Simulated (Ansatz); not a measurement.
Subject: the formation energy of ZnTe (zinc blende, F-43m) from the elements. Reaction: Te (P3₁21) + Zn (hcp) → ZnTe (zinc blende). Negative: the products are lower in energy. The value is per atom of the solid.

ZnTe (zinc blende, F-43m), 2 atoms in the cell. Conventional cell: a = 6.085 Å, b = 6.085 Å, c = 6.085 Å, α = 90.00°, β = 90.00°, γ = 90.00°.

Setting: static, neutral cells in Ansatz (PAW) whose structures rest at the PBE+D3(BJ) level. Ansatz (a first-principles code) runs with its default PAW set. Other levels take these structures. HSE06 runs on coarser k-point meshes, mended by the PBE difference between the two meshes. Some cells are metallic or hold partly filled levels, where a hybrid on a coarse mesh is less sure. The lattices are those relaxed with PBE+D3(BJ), so at other levels the solids can be strained, which adds to the spread. A dispersion term (D3(BJ), or D4 for r2SCAN) was computed beside these levels and is taken off wherever the name lacks it. Spin-orbit coupling is left out. The state moves with the level: Te (P3₁21) is free of partly filled levels with HSE06 but metallic or partly filled with PBE.

Measured enthalpy at 298 K, from tabulated formation enthalpies: -0.61 eV/atom (as tabulated in Zhang and co-workers, 2018, doi:10.1038/s41524-018-0065-z). It holds thermal and zero-point parts that the computed values lack, which would shift all levels alike, taken here as about 0.04 eV/atom at most.

Which of the levels (PBE, LDA, PBEsol, RPBE, r2SCAN, HSE06) reproduces the measured value best, and by how much do the others miss?


```csv
Functional,computed (eV/atom),computed less measured
r2SCAN,-0.58,0.03
HSE06,-0.64,-0.03
RPBE,-0.52,0.09
PBE,-0.48,0.13
PBEsol,-0.40,0.21
LDA,-0.39,0.22
```

r2SCAN comes closest as the numbers stand, but a common shift within 0.04 eV/atom could hand that to HSE06; LDA misses by 0.22 eV/atom.
